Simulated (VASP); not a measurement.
# Si (P6/mmm) in VASP: settings compared

One crystal, Si, is run at these levels: PBE, PBEsol, RPBE; tasks: relaxation of cell and atoms.

Everything below comes from runs of VASP 6.6.1. Logs are shortened: lines on timing, memory, paths and dates and some standing lists are left out, and cuts for length are marked.

## (1) Starting point

It takes space group P6/mmm (No. 191, hexagonal). The conventional cell has a = 2.621 Å, b = 2.621 Å, c = 2.466 Å, α = 90.00°, β = 90.00°, γ = 120.00°. Si (site symmetry 6/mmm) is surrounded by 8 Si at 2.47 to 2.62 Å.

This isn't the form of Si at room conditions, which is diamond.

## (2) Relaxation of cell and atoms, PBE

The input, INCAR:

```
  ALGO = Normal
  EDIFF = 1E-6
  EDIFFG = -0.02
  ENCUT = 600
  GGA = PE
  IBRION = 2
  ISIF = 3
  ISMEAR = -1
  LASPH = True
  LCHARG = False
  LREAL = False
  LWAVE = False
  NELM = 60
  NSW = 40
  PREC = Accurate
  SIGMA = 0.05
```

The input, KPOINTS:

```
k-points
0
Gamma
  12 12 11
```

The input, POSCAR:

```
Si
1.0
    2.6205428149      0.0000000000      0.0000000000
   -1.3102714075      2.2694566494      0.0000000000
    0.0000000000      0.0000000000      2.4663543900
Si
1
Direct
    0.0000000000      0.0000000000      0.0000000000
```

Potentials or basis: VASP PAW PBE potentials, release 64 (Si).

Run with:

```bash
$ cat potpaw_PBE.64/Si/POTCAR > POTCAR
$ mpirun -np 1 vasp_std > vasp.out
```

OUTCAR:

```text
EDIFF = 1E-6
   EDIFFG = -0.02
   ENCUT = 600
   GGA = PE
   IBRION = 2
   ISIF = 3
   ISMEAR = -1
   LASPH = True
   LREAL = False
   NELM = 60
   NSW = 40
   PREC = Accurate

 ion  position               nearest neighbor table
   1  0.000  0.000  0.000-

  LATTYP: Found a hexagonal cell.
 ALAT       =     2.6205428149
 C/A-ratio  =     0.9411616463

  Lattice vectors:

 A1 = (   2.6205428149,   0.0000000000,   0.0000000000)
 A2 = (  -1.3102714075,   2.2694566494,   0.0000000000)
 A3 = (   0.0000000000,   0.0000000000,   2.4663543900)

Analysis of symmetry for initial positions (statically):
=====================================================================
 Subroutine PRICEL returns:
 Original cell was already a primitive cell.

 Routine SETGRP: Setting up the symmetry group for a
 hexagonal supercell.

 Subroutine GETGRP returns: Found 24 space group operations
 (whereof 24 operations were pure point group operations)
 out of a pool of 24 trial point group operations.

The static configuration has the point symmetry D_6h.

Analysis of symmetry for dynamics (positions and initial velocities):
=====================================================================
 Subroutine PRICEL returns:
 Original cell was already a primitive cell.

 Routine SETGRP: Setting up the symmetry group for a
 hexagonal supercell.

 Subroutine GETGRP returns: Found 24 space group operations
 (whereof 24 operations were pure point group operations)
 out of a pool of 24 trial point group operations.

The dynamic configuration has the point symmetry D_6h.

 Subroutine INISYM returns: Found 24 space group operations
 (whereof 24 operations are pure point group operations),
 and found     1 'primitive' translations

----------------------------------------------------------------------------------------

                                     Primitive cell

  volume of cell :      14.6679

  direct lattice vectors                    reciprocal lattice vectors
     2.620542815  0.000000000  0.000000000     0.381600329  0.220317053  0.000000000
    -1.310271407  2.269456649  0.000000000     0.000000000  0.440634105  0.000000000
     0.000000000  0.000000000  2.466354390     0.000000000  0.000000000  0.405456736

  length of vectors
     2.620542815  2.620542815  2.466354390     0.440634105  0.440634105  0.405456736

  position of ions in fractional coordinates (direct lattice)
     0.000000000  0.000000000  0.000000000

  ion indices of the primitive-cell ions
   primitive index   ion index
                 1           1

----------------------------------------------------------------------------------------

 KPOINTS: k-points

Automatic generation of k-mesh.
 Grid dimensions read from file:
 generate k-points for:   12   12   11

 Generating k-lattice:

  Cartesian coordinates                     Fractional coordinates (reciprocal lattice)
     0.031800027  0.018359754  0.000000000     0.083333333  0.000000000  0.000000000
     0.000000000  0.036719509  0.000000000     0.000000000  0.083333333  0.000000000
     0.000000000  0.000000000  0.036859703     0.000000000  0.000000000  0.090909091

  Length of vectors
     0.036719509  0.036719509  0.036859703

  Shift w.r.t. Gamma in fractional coordinates (k-lattice)
     0.000000000  0.000000000  0.000000000

 Subroutine IBZKPT returns following result:
 ===========================================

 Found    114 irreducible k-points:

 Following reciprocal coordinates:
            Coordinates               Weight
  0.000000  0.000000  0.000000      1.000000
  0.083333  0.000000  0.000000      6.000000
  0.166667  0.000000  0.000000      6.000000
  0.250000  0.000000  0.000000      6.000000
  0.333333  0.000000  0.000000      6.000000
  0.416667  0.000000  0.000000      6.000000
[... 16 lines left out ...]
  0.250000  0.000000  0.090909     12.000000
  0.333333  0.000000  0.090909     12.000000
 [... further k-points ...]
   k-points           NKPTS =    114   k-points in BZ     NKDIM =    114   number of bands    NBANDS=      6
   number of dos      NEDOS =    301   number of ions     NIONS =      1
   total plane-waves  NPLWV =  11520
   dimension x,y,z NGX =    24 NGY =   24 NGZ =   20
   dimension x,y,z NGXF=    48 NGYF=   48 NGZF=   40
   ions per type =               1
   NGX,Y,Z   is equivalent  to a cutoff of  15.23, 15.23, 13.48 a.u.
   NGXF,Y,Z  is equivalent  to a cutoff of  30.45, 30.45, 26.96 a.u.
 SYSTEM =  unknown system
   PREC   = accura    normal or accurate (medium, high low for compatibility)
   ISTART =      0    job   : 0-new  1-cont  2-samecut
   ICHARG =      2    charge: 1-file 2-atom 10-const
   ISPIN  =      1    spin polarized calculation?
   LNONCOLLINEAR =      F non collinear calculations
   LSORBIT =      F    spin-orbit coupling
   LASPH  =      T    aspherical Exc in radial PAW
   ENCUT  =  600.0 eV  44.10 Ry    6.64 a.u.   5.23  5.23  4.93*2*pi/ulx,y,z
   NELM   =     60;   NELMIN=  2; NELMDL= -5     # of ELM steps
   EDIFF  = 0.1E-05   stopping-criterion for ELM
   LREAL  =      F    real-space projection
   EDIFFG = -.2E-01   stopping-criterion for IOM
   NSW    =     40    number of steps for IOM
   IBRION =      2    ionic relax: 0-MD 1-quasi-New 2-CG
   NFREE  =      1    steps in history (QN), initial steepest desc. (CG)
   ISIF   =      3    stress and relaxation
   ISYM   =      2    0-nonsym 1-usesym 2-fastsym
   POTIM  = 0.5000    time-step for ionic-motion
   TEBEG  =    0.0;   TEEND  =   0.0 temperature during run
   PSTRESS=    0.0 pullay stress
   NELECT =       4.0000    total number of electrons
   NUPDOWN=      -1.0000    fix difference up-down
   EMIN   =  10.00;   EMAX   =-10.00  energy-range for DOS
   EFERMI =   0.00;   METHOD = LEGACY
   ISMEAR =    -1;   SIGMA  =   0.05  broadening in eV -4-tet -1-fermi 0-gaus
   EFERMI_NEDOS =   21; number of points for ismear=-14 and -15
   IALGO  =     38    algorithm
   IMIX   =      4    mixing-type and parameters
     AMIX     =   0.40;   BMIX     =  1.00
     AMIX_MAG =   1.60;   BMIX_MAG =  1.00
  volume/ion in A,a.u.               =      14.67        98.98
  Fermi-wavevector in a.u.,A,eV,Ry     =   1.061627  2.006184 15.334472  1.127052
  Thomas-Fermi vector in A             =   2.197050
   LORBIT       =      0    0 simple, 1 ext, 2 COOP (PROOUT), +10 PAW based schemes
   GGA     = PE    functional components
   LHFCALC =     F    Hartree Fock is set to
   AEXX    =    0.0000 exact exchange contribution
   IVDW    =     0    specifies the selected vdW correction
   LEPSILON=     F    determine dielectric tensor
   LRPA    =     F    only Hartree local field effects (RPA)
 conjugate gradient relaxation of ions
 non-spin polarized calculation
  energy-cutoff  :      600.00
  volume of cell :       14.67
 maximum number of plane-waves:       501
 NGX is ok and might be reduce to    24
   NGX = 11   NGY = 11   NGZ =  9

--------------------------------------- Ionic step        1  -------------------------------------------

 number of electron       4.0000000 magnetization

 Free energy of the ion-electron system (eV)
  ---------------------------------------------------
  ext. energy  EPLUGINS =         0.00000000
  ---------------------------------------------------
  free energy    TOTEN  =        -5.11967037 eV

  energy without entropy =       -5.11654830  energy(sigma->0) =       -5.11810933

------------------------ aborting loop because EDIFF is reached ----------------------------------------

  FORCE on cell =-STRESS in cart. coord.  units (eV):
  Direction    XX          YY          ZZ          XY          YZ          ZX
  --------------------------------------------------------------------------------------
  -------------------------------------------------------------------------------------
  Total        0.1456279      0.1456279      0.5432125     -0.0000000     -0.0000000      0.0000000
  in kB       15.9069386     15.9069386     59.3351084     -0.0000000     -0.0000000      0.0000000
  external PRESSURE =      30.3829952 kB  Pullay stress =       0.0000000 kB

 VOLUME and BASIS-vectors are now :
 -----------------------------------------------------------------------------
  energy-cutoff  :      600.00
  volume of cell :       14.67
      direct lattice vectors                 reciprocal lattice vectors
     2.620542815  0.000000000  0.000000000     0.381600329  0.220317053  0.000000000
    -1.310271407  2.269456649  0.000000000     0.000000000  0.440634105  0.000000000
     0.000000000  0.000000000  2.466354390     0.000000000  0.000000000  0.405456736
[... 36 lines left out ...]
 POSITION                                       TOTAL-FORCE (eV/Angst)
 -----------------------------------------------------------------------------------
      0.00000      0.00000      0.00000        -0.000000      0.000000      0.000000
 -----------------------------------------------------------------------------------
    total drift:                               -0.000000     -0.000000     -0.000000

  FREE ENERGIE OF THE ION-ELECTRON SYSTEM (eV)
  ---------------------------------------------------
  free  energy   TOTEN  =        -5.1227116152 eV

  energy  without entropy=       -5.1203596130  energy(sigma->0) =       -5.12153561

--------------------------------------- Ionic step        3  -------------------------------------------

 number of electron       4.0000000 magnetization

 Free energy of the ion-electron system (eV)
  ---------------------------------------------------
  ext. energy  EPLUGINS =         0.00000000
  ---------------------------------------------------
  free energy    TOTEN  =        -5.12458760 eV

  energy without entropy =       -5.12216234  energy(sigma->0) =       -5.12337497

 E-fermi :   9.3294     XC(G=0): -10.9685

 val. band max:        9.2702512889   @ k =   0.3333   0.2500   0.3636
 cond. band min:       9.4922597807   @ k =   0.4167   0.1667   0.0000
 fundamental gap:      0.2220084918
 Fermi energy:         9.3293502262

 k-point     1 :       0.0000    0.0000    0.0000
  band No.  band energies     occupation
      1      -4.5498      2.00000
      2      16.7431      0.00000
      3      16.8643      0.00000
      4      19.7102      0.00000
      5      19.7102      0.00000
      6      21.6813      0.00000

 k-point     2 :       0.0833    0.0000    0.0000
  band No.  band energies     occupation
      1      -4.3564      2.00000
      2      16.0264      0.00000
      3      17.0271      0.00000
      4      18.5594      0.00000
      5      18.6102      0.00000
      6      21.6704      0.00000
[... 181 lines left out ...]
 k-point    23 :       0.2500    0.0000    0.0909
  band No.  band energies     occupation
      1      -2.6321      2.00000
      2      10.5302      0.00000
      3      15.1976      0.00000
      4      16.2089      0.00000
      5      18.7140      0.00000
      6      24.0266      0.00000

 k-point    24 :       0.3333    0.0000    0.0909
  band No.  band energies     occupation
      1      -1.2996      2.00000
      2       7.6105      2.00000
      3      15.3849      0.00000
      4      15.6481      0.00000
      5      18.5635      0.00000
      6      25.0872      0.00000

 [... further k-points ...]

------------------------ aborting loop because EDIFF is reached ----------------------------------------

  FORCE on cell =-STRESS in cart. coord.  units (eV):
  Direction    XX          YY          ZZ          XY          YZ          ZX
  --------------------------------------------------------------------------------------
  -------------------------------------------------------------------------------------
  Total        0.0135434      0.0135434     -0.0087650     -0.0000000     -0.0000000      0.0000000
  in kB        1.4434888      1.4434888     -0.9341967     -0.0000000     -0.0000000      0.0000000
  external PRESSURE =       0.6509270 kB  Pullay stress =       0.0000000 kB

 VOLUME and BASIS-vectors are now :
 -----------------------------------------------------------------------------
  energy-cutoff  :      600.00
  volume of cell :       15.03
      direct lattice vectors                 reciprocal lattice vectors
     2.631830491 -0.000000000  0.000000000     0.379963681  0.219372133  0.000000000
    -1.315915245  2.279232063  0.000000000     0.000000000  0.438744267  0.000000000
     0.000000000 -0.000000000  2.505981635     0.000000000  0.000000000  0.399045223

 POSITION                                       TOTAL-FORCE (eV/Angst)
 -----------------------------------------------------------------------------------
      0.00000      0.00000      0.00000        -0.000000      0.000000      0.000000
 -----------------------------------------------------------------------------------
    total drift:                                0.000000      0.000000     -0.000000

  FREE ENERGIE OF THE ION-ELECTRON SYSTEM (eV)
  ---------------------------------------------------
  free  energy   TOTEN  =        -5.1245876010 eV

  energy  without entropy=       -5.1221623383  energy(sigma->0) =       -5.12337497

 reached required accuracy - stopping structural energy minimisation
```

It took 12 s on 1 thread of AMD EPYC 9R45 (Zen 5), shared host; peak memory 0.1 GiB.

Results:

```
Free energy                            : -5.1246 eV
Relaxed volume                         : 15.03 Å³/atom
Relaxed cell                           : a = 2.632 Å, b = 2.632 Å, c = 2.506 Å, α = 90.00°, β = 90.00°, γ = 120.00°
Space group after relaxing (to 0.05 Å) : P6/mmm (No. 191)
Energy gained by relaxing              : 4.9 meV/atom
Ionic steps                            : 3
Pressure after relaxing                : 0.1 GPa
Band gap on the k mesh                 : none (metal or under the smearing width)
```

Stress tensor (GPa, compression positive):
```
 0.14  0.00  0.00
 0.00  0.14  0.00
 0.00  0.00 -0.09
```

The path:
```
step  energy change (eV)  largest force (eV/Å)  pressure (GPa)  volume (Å³)
   1              0.0000                0.0000            3.04        14.67
   2             -0.0030                0.0000           -1.61        15.26
   3             -0.0049                0.0000            0.07        15.03
```

Final structure:
```cif
data_structure
_symmetry_space_group_name_H-M 'P 1'
_symmetry_Int_Tables_number 1
_cell_length_a 2.6318
_cell_length_b 2.6318
_cell_length_c 2.5060
_cell_angle_alpha 90.000
_cell_angle_beta 90.000
_cell_angle_gamma 120.000
_cell_volume 15.03
loop_
_atom_site_label
_atom_site_type_symbol
_atom_site_fract_x
_atom_site_fract_y
_atom_site_fract_z
_atom_site_occupancy
Si1 Si 0.00000 0.00000 0.00000 1
```

(Continued in part 2 of 2.)
